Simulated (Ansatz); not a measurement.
# B3N2: from a guess to a relaxed structure, part 3 of 3

The task: take a trial cell of B3N2 to zero force and stress.

Ansatz 0.2.0; DFT PBE, scalar-relativistic, plane waves, PAW. The steps go on from the part before.

### Step 6. Relaxation on the finer mesh

The end of the coarse run is made exact in the group found at a tolerance of 0.06 Å and reduced to its primitive cell.

input.yaml

```yaml
crystal:
  lattice:
    - [3.3531166673, 0.0, 0.0]
    - [0.0, 3.3531166673, 0.0]
    - [0.0, 0.0, 3.3531166673]
  atoms:
    - { symbol: B, position: [0.0, 0.5, 0.5] }
    - { symbol: B, position: [0.5, 0.0, 0.5] }
    - { symbol: B, position: [0.5, 0.5, 0.0] }
    - { symbol: "N", position: [0.0, 0.0, 0.0] }
    - { symbol: "N", position: [0.5, 0.5, 0.5] }
basis:
  ecutwfc: 420
kpoints:
  mp_grid: { grid: [12, 12, 12] }
hamiltonian:
  xc: pbe
scf:
  occupations: { method: gaussian, width: 0.1 }
output:
  forces: true
  stress: true
  eigenvalues: true
relax:
  adjacent_minimum: "off"
  f_tol: 0.01
  max_steps: 80
  cell: { stress_tol: 0.05 }
```

On the command line:

```sh
$ ansatz run input.yaml --threads 1 --pin off --max-ram 2048MiB --backend cpu --events-out ev --progress --plain --runs-dir out
```

Log:

```text
Warning: RAYON_NUM_THREADS=1 ignored (pool sized by the plan → 1); use --threads N
Engine: ansatz 0.2.0, aarch64-unknown-linux-gnu
Pseudopotentials: kind: paw
Pseudopotential: B, paw, valence charge 3, recommended cutoff 420 eV (normal), B.paw.azcp
Pseudopotential: N, paw, valence charge 5, recommended cutoff 420 eV (normal), N.paw.azcp
Functional definition: PBE
  parameter kappa = 0.804
  parameter beta = 0.06672455060314922
  exchange = pbe_x(kappa = kappa, mu = beta*pi^2/3)
  correlation = pbe_c(beta = beta)
Crystal: 5 atoms, lattice volume = 37.700 Å³
Basis set: ecut = 420 eV, 739 PW (Γ), exchange–correlation on 48×48×48 points (8 copies of the dense FFT grid, shifted against one another)
Bands: 15, of which v1, the nominal top of the filled ones, is band 10 counted from 1 (9 counted from 0)
Symmetry: 48 space group operations
Space group: Pm-3m (ITA 221), of the structure as read, at distance tolerance 3.4e-5 Å
k-points: 84 of 1728
Non-local potential: B, projectors of the file, l = 0: 2, l = 1: 2, l = 2: 1
Non-local potential: N, projectors of the file, l = 0: 2, l = 1: 2, l = 2: 1
PAW form: soft (Blöchl's): semilocal exchange-correlation on the pseudo side does not see the compensation charge
PAW one-centre angular grid: B, 110 points (default); XC on 64 Gauss nodes
PAW one-centre angular grid: N, 110 points (default); XC on 64 Gauss nodes
Initial density: superposition of atomic densities (neutral atoms: chi_scale 0, normalization atom), corrected by the library's trained network
Initial wavefunctions: pseudopotential atomic-orbital guess
Functional: x = pbe(κ = 0.804, μ = 0.2195149727645171), c = pbe(β = 0.06672455060314922)
SCF iter   1: F=—  HF=-1223.593473 eV  |F-HF|=—  |Δ(HF+E_count)|=         —  Δρ=2.41e-2  dr2=2.52e-1  ethr=1.77e-3  ⟨swp⟩=5.2  Hψ=6174  notcnv=0
preconditioner: auto → none  [metal: Δε(μ)=0.013 eV  Ē_g=11.166 eV  σ=0.100 eV  W_gap=0.07  n_scr=6 (ndim 8)  ℏωp=26.4 eV  f_vac=0.000  D(μ)=1.67/eV (n_scr^D=18)  sad-step TF]
SCF iter   2: F=—  HF=-1223.554722 eV  |F-HF|=—  |Δ(HF+E_count)|=   3.88e-2  Δρ=1.35e-2  dr2=8.62e-2  ethr=1.32e-3  ⟨swp⟩=1.2  Hψ=1961  notcnv=0  defer=10
SCF iter   3: F=—  HF=-1223.537112 eV  |F-HF|=—  |Δ(HF+E_count)|=   1.76e-2  Δρ=1.78e-3  dr2=1.05e-3  ethr=4.54e-4  ⟨swp⟩=2.7  Hψ=2073  notcnv=0  defer=19
SCF iter   4: F=—  HF=-1223.536788 eV  |F-HF|=—  |Δ(HF+E_count)|=   3.24e-4  Δρ=2.61e-4  dr2=9.58e-6  ethr=5.51e-6  ⟨swp⟩=2.3  Hψ=1909  notcnv=0  defer=19
SCF iter   5: F=—  HF=-1223.536827 eV  |F-HF|=—  |Δ(HF+E_count)|=   3.86e-5  Δρ=4.53e-5  dr2=7.51e-7  ethr=5.04e-8  ⟨swp⟩=2.6  Hψ=1980  notcnv=0  defer=59
SCF iter   6: F=-1223.536826 eV  HF=-1223.536826 eV  |F-HF|=2.01e-9  |Δ(HF+E_count)|=   1.59e-7  Δρ=4.34e-6  dr2=4.38e-9  ethr=5.26e-10  ⟨swp⟩=7.3  Hψ=5841  notcnv=0
SCF 1 converged in 6 iterations: F = -1223.536826 eV  dr2 = 4.38e-9
relax step   1: F+E_penalty+E_count = -1223.53682646 eV  Δ(F+E_penalty+E_count) = +0.000e0 eV  max|allowed force component| = 1.363e-29 eV/Å  Δτ_max = 0.0000 Å  P = -1.711 GPa  Ω = 37.700 Å³  (6 SCF iters, dr2 threshold 1.00e-7 eV, accepted)
Crystal: 5 atoms, lattice volume = 37.505 Å³
Initial density: handed on by an earlier stage of this run
Initial wavefunctions: those handed on with the density
iter 1 solved again at ethr=1.17e-6 eV; its pass at ethr=3.10e-3 eV (dr2=2.22e-4 eV) is discarded
SCF iter   1: F=—  HF=-1223.539171 eV  |F-HF|=—  |Δ(HF+E_count)|=         —  Δρ=6.13e-4  dr2=2.01e-4  ethr=1.17e-6  ⟨swp⟩=1.0  Hψ=6884  notcnv=0
preconditioner: auto → none  [metal: Δε(μ)=0.030 eV  Ē_g=11.309 eV  σ=0.100 eV  W_gap=0.16  n_scr=6 (ndim 8)  ℏωp=26.4 eV  f_vac=0.000  D(μ)=1.66/eV (n_scr^D=18)]
SCF iter   2: F=—  HF=-1223.539159 eV  |F-HF|=—  |Δ(HF+E_count)|=   1.22e-5  Δρ=1.62e-4  dr2=1.01e-5  ethr=1.06e-6  ⟨swp⟩=2.3  Hψ=1861  notcnv=0
SCF iter   3: F=—  HF=-1223.539157 eV  |F-HF|=—  |Δ(HF+E_count)|=   2.15e-6  Δρ=5.05e-5  dr2=7.17e-7  ethr=5.32e-8  ⟨swp⟩=2.0  Hψ=1627  notcnv=0
iter 4 did not close the SCF: its close was put off for the readings that it lacked (scf_convergence_deferred on its scf_iter line)
SCF iter   4: F=-1223.539156 eV  HF=-1223.539156 eV  |F-HF|=8.15e-10  |Δ(HF+E_count)|=   4.64e-8  Δρ=6.22e-6  dr2=7.99e-9  ethr=3.78e-9  ⟨swp⟩=2.3  Hψ=1756  notcnv=0
iter 5 did not close the SCF: its close was put off for the readings that it lacked (scf_convergence_deferred on its scf_iter line)
SCF iter   5: F=-1223.539156 eV  HF=-1223.539156 eV  |F-HF|=4.32e-11  |Δ(HF+E_count)|=   3.81e-9  Δρ=4.61e-7  dr2=6.76e-11  ethr=4.21e-11  ⟨swp⟩=2.4  Hψ=2062  notcnv=0
SCF iter   6: F=-1223.539156 eV  HF=-1223.539156 eV  |F-HF|=2.27e-13  |Δ(HF+E_count)|=  5.68e-12  Δρ=7.53e-8  dr2=7.27e-13  ethr=1.00e-12  ⟨swp⟩=1.0  Hψ=3465  notcnv=0
SCF 2 converged in 6 iterations: F = -1223.539156 eV  dr2 = 7.27e-13
relax step   2: F+E_penalty+E_count = -1223.53915648 eV  Δ(F+E_penalty+E_count) = -2.330e-3 eV  max|allowed force component| = 1.946e-30 eV/Å  Δτ_max = 0.0000 Å  P = -0.820 GPa  Ω = 37.505 Å³  energy of the carried Pulay correction = +7.860e-4 eV  (6 SCF iters, dr2 threshold 5.00e-7 eV, accepted)
Crystal: 5 atoms, lattice volume = 37.327 Å³
iter 1 solved again at ethr=9.95e-7 eV; its pass at ethr=3.10e-3 eV (dr2=1.89e-4 eV) is discarded
SCF iter   1: F=—  HF=-1223.540333 eV  |F-HF|=—  |Δ(HF+E_count)|=         —  Δρ=5.69e-4  dr2=1.72e-4  ethr=9.95e-7  ⟨swp⟩=1.0  Hψ=6905  notcnv=0
preconditioner: auto → none  [metal: Δε(μ)=0.039 eV  Ē_g=11.347 eV  σ=0.100 eV  W_gap=0.21  n_scr=6 (ndim 8)  ℏωp=26.5 eV  f_vac=0.000  D(μ)=1.68/eV (n_scr^D=18)]
SCF iter   2: F=—  HF=-1223.540330 eV  |F-HF|=—  |Δ(HF+E_count)|=   3.45e-6  Δρ=1.50e-4  dr2=8.61e-6  ethr=9.06e-7  ⟨swp⟩=2.3  Hψ=1850  notcnv=0
SCF iter   3: F=—  HF=-1223.540328 eV  |F-HF|=—  |Δ(HF+E_count)|=   1.86e-6  Δρ=4.69e-5  dr2=6.25e-7  ethr=4.53e-8  ⟨swp⟩=1.9  Hψ=1637  notcnv=0
iter 4 did not close the SCF: its close was put off for the readings that it lacked (scf_convergence_deferred on its scf_iter line)
SCF iter   4: F=-1223.540328 eV  HF=-1223.540328 eV  |F-HF|=5.16e-10  |Δ(HF+E_count)|=   4.55e-8  Δρ=5.76e-6  dr2=6.90e-9  ethr=3.29e-9  ⟨swp⟩=2.3  Hψ=1764  notcnv=0
iter 5 did not close the SCF: its close was put off for the readings that it lacked (scf_convergence_deferred on its scf_iter line)
SCF iter   5: F=-1223.540328 eV  HF=-1223.540328 eV  |F-HF|=3.93e-11  |Δ(HF+E_count)|=   3.12e-9  Δρ=4.40e-7  dr2=6.20e-11  ethr=3.63e-11  ⟨swp⟩=2.4  Hψ=2056  notcnv=0
SCF iter   6: F=-1223.540328 eV  HF=-1223.540328 eV  |F-HF|=6.82e-13  |Δ(HF+E_count)|=  5.00e-12  Δρ=6.92e-8  dr2=6.30e-13  ethr=1.00e-12  ⟨swp⟩=1.0  Hψ=3458  notcnv=0
SCF 3 converged in 6 iterations: F = -1223.540328 eV  dr2 = 6.30e-13
relax step   3: F+E_penalty+E_count = -1223.54032799 eV  Δ(F+E_penalty+E_count) = -1.172e-3 eV  max|allowed force component| = 4.733e-31 eV/Å  Δτ_max = 0.0000 Å  P = +0.008 GPa  Ω = 37.327 Å³  energy of the carried Pulay correction = +1.505e-3 eV  (6 SCF iters, dr2 threshold 5.00e-7 eV, accepted)
Initial wavefunctions: pseudopotential atomic-orbital guess (no wavefunctions were taken with the density)
iter 1 solved again at ethr=1.57e-8 eV; its pass at ethr=3.10e-3 eV (dr2=2.98e-6 eV) is discarded
SCF iter   1: F=—  HF=-1223.538853 eV  |F-HF|=—  |Δ(HF+E_count)|=         —  Δρ=5.56e-5  dr2=1.74e-7  ethr=1.57e-8  ⟨swp⟩=3.3  Hψ=9919  notcnv=0
preconditioner: auto → none  [metal: Δε(μ)=0.039 eV  Ē_g=11.346 eV  σ=0.100 eV  W_gap=0.21  n_scr=6 (ndim 8)  ℏωp=26.5 eV  f_vac=0.000  D(μ)=1.67/eV (n_scr^D=18)]
SCF iter   2: F=—  HF=-1223.538891 eV  |F-HF|=—  |Δ(HF+E_count)|=   3.80e-5  Δρ=2.70e-5  dr2=3.41e-8  ethr=9.18e-10  ⟨swp⟩=2.3  Hψ=2042  notcnv=0
SCF iter   3: F=—  HF=-1223.538891 eV  |F-HF|=—  |Δ(HF+E_count)|=   1.17e-7  Δρ=4.00e-6  dr2=2.17e-9  ethr=1.79e-10  ⟨swp⟩=2.0  Hψ=2003  notcnv=0
SCF iter   4: F=—  HF=-1223.538891 eV  |F-HF|=—  |Δ(HF+E_count)|=   1.72e-9  Δρ=7.00e-7  dr2=6.36e-11  ethr=1.14e-11  ⟨swp⟩=2.0  Hψ=1961  notcnv=0
iter 5 did not close the SCF: its close was put off for the readings that it lacked (scf_convergence_deferred on its scf_iter line)
SCF iter   5: F=-1223.538891 eV  HF=-1223.538891 eV  |F-HF|=2.27e-13  |Δ(HF+E_count)|=  6.43e-11  Δρ=1.04e-7  dr2=1.82e-12  ethr=1.00e-12  ⟨swp⟩=1.0  Hψ=1260  notcnv=0
SCF iter   6: F=-1223.538891 eV  HF=-1223.538891 eV  |F-HF|=2.27e-13  |Δ(HF+E_count)|=  1.14e-12  Δρ=7.28e-9  dr2=4.36e-15  ethr=1.00e-12  ⟨swp⟩=2.0  Hψ=3654  notcnv=0
SCF 4 converged in 6 iterations: F = -1223.538891 eV  dr2 = 4.36e-15
relax step   4: F+E_penalty+E_count = -1223.53889074 eV  Δ(F+E_penalty+E_count) = +1.437e-3 eV  max|allowed force component| = 1.709e-30 eV/Å  Δτ_max = 0.0000 Å  P = -0.045 GPa  Ω = 37.327 Å³  stress off target by 4.53e-2 GPa  SCF on the basis re-selected at this cell (its energy is not comparable with the rows above)  (6 SCF iters)
basis re-selected at this cell: Δ(F+E_penalty+E_count) = +1.437e-3 eV, ΔP = -0.053 GPa vs the last step (what re-selecting the basis moved, of the pressure what is left beyond the Pulay correction that the steps carried, after the strain that the cell walked since its last selection, with what the two solves' SCF thresholds leave and, on support functions, any second-order correction that the steps lacked; it is no measure of the basis error at this ecutwfc). This SCF's stress stands 4.53e-2 GPa from its target on what of the cell is left free (relax.cell.stress_tol is 5.00e-2 GPa) and its largest allowed force component is 1.71e-30 eV/Å (relax.f_tol is 1.00e-2 eV/Å): within both
SCF converged after 6 iterations
Free energy (F): -1223.538891 eV
Harris-Foulkes:  -1223.538891 eV  (|F-HF|=2.27e-13)
Internal energy: -1223.530521 eV  (E = F + TS)
E sigma→0 (E₀):  -1223.534706 eV
Entropy (-TS):   -0.008369 eV (-1.674 meV/atom)
Fermi energy:    10.672217 eV
--- Per-component energies (eV) ---
  E_band       = 36.338645
  E_kinetic    = 380.233827
  E_local      = -391.896015  (includes V_loc(G=0)·N_el)
  E_nonlocal   = 133.666256
  E_hartree    = 108.127520
  E_xc         = -210.111763
  E_vxc        = -258.989900  (∫ρ·V_xc dr)
  E_paw        = -487.194342  (= ΣΔE_a)
  E_vpaw       = -42.930732  (= ΣTr[D̂ρ^β])
  E_aug_tail   = 0.000169  (compensation charges beyond the density's cutoff)
  E_ewald      = -756.356172
  E_smearing   = -0.008369  (= −TS)
  E_closure    = 0.000000  (closes the sum)
  Σ components = -1223.538891   (vs F -1223.538891, Δ=0.00e0)
--- Forces (eV/Å), atoms counted from 1 ---
  atom   1  B      0.00000000    -0.00000000    -0.00000000
  atom   2  B      0.00000000     0.00000000    -0.00000000
  atom   3  B     -0.00000000    -0.00000000    -0.00000000
  atom   4  N      0.00000000     0.00000000    -0.00000000
  atom   5  N     -0.00000000    -0.00000000    -0.00000000
  max |Σ_I F_I| component: 2.17e-30 eV/Å
--- Stress (GPa, compression-positive) ---
       -0.045301       0.000000      -0.000000
        0.000000      -0.045301       0.000000
       -0.000000       0.000000      -0.045301
  P = ⅓ Tr σ = -0.0453 GPa (-0.453 kbar)
--- Band table (eV; the first three rows and the last of 84) ---
  k-point 0: bands = ["-10.8440", "-3.6417", "-0.0955", "-0.0955", "-0.0955", "7.8291", "7.8291", "7.8291", "8.0882", "8.0882", "9.1903", "14.1170", "14.1170", "14.1170", "16.3159"]
  k-point 1: bands = ["-10.8074", "-3.7625", "-0.0719", "-0.0561", "-0.0561", "7.1515", "7.7900", "7.7900", "8.1440", "8.5535", "9.6898", "13.9246", "13.9442", "13.9442", "16.1885"]
  k-point 2: bands = ["-10.7030", "-4.0892", "0.0085", "0.0553", "0.0553", "6.2615", "7.6663", "7.6663", "8.3094", "9.3557", "10.5869", "13.4171", "13.5745", "13.5745", "15.8384"]
  k-point 83: bands = ["-9.6319", "-3.1418", "-0.5213", "-0.5213", "-0.5213", "3.1029", "3.1029", "3.1029", "13.7604", "13.7604", "13.7604", "14.8611", "14.8611", "14.8611", "15.7722"]
--- Relaxed structure (3 steps of the walk, 3 accepted, 1 SCFs on fresh bases) ---
  F+E_penalty+E_count = -1223.53889074 eV   max|allowed force component| = 1.709e-30 eV/Å   (the final SCF, on the basis selected at the relaxed cell)
  cell:  # Å, volume = 37.3272 Å³
    - [3.342016615992251, 2.244410547170021e-34, 0.0]
    - [2.244410547170021e-34, 3.342016615992251, 0.0]
    - [6.419766481290785e-35, 0.0, 3.342016615992251]
  atoms:
    - { symbol: B, position: [5.98302184076677e-38, 0.5, 0.5] }
    - { symbol: B, position: [0.5, -5.235144110398703e-38, 0.5] }
    - { symbol: B, position: [0.5, 0.5, 2.2436331905715225e-38] }
    - { symbol: N, position: [-3.1410864661830624e-37, -1.64533100613525e-37, 3.739388646690008e-39] }
    - { symbol: N, position: [0.5, 0.5, 0.5] }
```

It took 12 s on 1 thread of Arm Neoverse V1, shared host; peak memory 0.32 GiB.

Step by step:

| step | energy from step 1 (eV/cell) | largest force component (eV/Å) | pressure (GPa) | volume (Å³) |
| --- | --- | --- | --- | --- |
| 1 | 0.0000 | 0.0000 | -1.71 | 37.70 |
| 2 | -0.0023 | 0.0000 | -0.82 | 37.51 |
| 3 | -0.0035 | 0.0000 | 0.01 | 37.33 |
| 4 | -0.0021 | 0.0000 | -0.05 | 37.33 |

Step 1 is the start. Step 4 repeats the geometry before it on a plane-wave basis chosen anew for that cell, so its energy need not be comparable with the rows above.

|  | before | after | change |
| --- | --- | --- | --- |
| a (Å) | 3.353 | 3.342 | -0.3 % |
| b (Å) | 3.353 | 3.342 | -0.3 % |
| c (Å) | 3.353 | 3.342 | -0.3 % |
| volume (Å³/atom) | 7.54 | 7.47 | -1.0 % |
| shortest distance (Å) | 1.677 | 1.671 | -0.3 % |
| space group (0.01 Å) | Pm-3m | Pm-3m | same |

Forces and stress were held to the start's 48 operations: a distortion of lower symmetry was not tested.

### Step 7. Variant: n_extra_bands 32, accuracy low

input.yaml

```yaml
crystal:
  lattice:
    - [3.342016616, 0.0, 0.0]
    - [0.0, 3.342016616, 0.0]
    - [0.0, 0.0, 3.342016616]
  atoms:
    - { symbol: B, position: [0.0, 0.5, 0.5] }
    - { symbol: B, position: [0.5, 0.0, 0.5] }
    - { symbol: B, position: [0.5, 0.5, 0.0] }
    - { symbol: "N", position: [0.0, 0.0, 0.0] }
    - { symbol: "N", position: [0.5, 0.5, 0.5] }
basis:
  ecutwfc: 420
kpoints:
  mp_grid: { grid: [12, 12, 12] }
hamiltonian:
  xc: pbe
scf:
  occupations: { method: gaussian, width: 0.1 }
  n_extra_bands: 32
output:
  forces: true
  eigenvalues: true
  stress: true
accuracy: low
```

On the command line:

```sh
$ ansatz run input.yaml --threads 1 --pin off --max-ram 2048MiB --backend cpu --events-out ev --progress --plain --runs-dir out
```

Log, cut to the lines that bear on the results:

```text
Warning: RAYON_NUM_THREADS=1 ignored (pool sized by the plan → 1); use --threads N
scf.n_extra_bands = 32 over 10 filled bands (N_el = 19.0): the run solves 42 bands
[...]
[... 4 set-up lines as earlier in the session ...]
[...]
Crystal: 5 atoms, lattice volume = 37.327 Å³
[...]
  atom   2  B     -0.00000000     0.00000000     0.00000000
  atom   3  B     -0.00000000    -0.00000000    -0.00000000
  atom   4  N     -0.00000000     0.00000000    -0.00000000
  atom   5  N      0.00000000    -0.00000000     0.00000000
[...]
--- Stress (GPa, compression-positive) ---
       -0.045363       0.000000       0.000000
        0.000000      -0.045363       0.000000
        0.000000      -0.000000      -0.045363
  P = ⅓ Tr σ = -0.0454 GPa (-0.454 kbar)
--- Band table (eV; the first three rows and the last of 84) ---
[...]
```

Wall time 4.8 s (1 thread of Arm Neoverse V1, shared host); peak memory 0.35 GiB.

```csv
run,ending,energy change,pressure (GPa),gap (eV),force (eV/Å),cycles,time
step 6,converged,0,0.0,0.00,0.00,-,12 s
variant,converged,0.0 meV/atom,0.0,0.00,0.00,6,4.8 s
```

The changed input (band count and accuracy level) leaves the energy the same to the digits printed.

### Step 8. Outcome

What follows sums up all 3 parts. Changes of volume or cell count from the first structure of part 1.

```
                                                              quantity                                                                      value
                                symmetry at the end (tolerance 0.05 Å)                                                space group Pm-3m (No. 221)
                                                     conventional cell  a = 3.342 Å, b = 3.342 Å, c = 3.342 Å, α = 90.00°, β = 90.00°, γ = 90.00°
                                                                volume                                                               7.47 Å³/atom
energy over the elements (uncorrected; H, N, O, F and Cl as molecules)                                                              +2.45 eV/atom
                                                       gap on the mesh                                                               none (metal)
```

What this shows: The space group Pm-3m (No. 221) is kept, and the volume per atom shrinks by 26.7 % from the first guess. With a positive formation energy it can't be a ground state. No finished test with a distortion of lower symmetry is shown, so the end may be a saddle point. Some metallic runs here have no spin polarisation while others do, so their energies compare only roughly. Other magnetic orders were not searched.
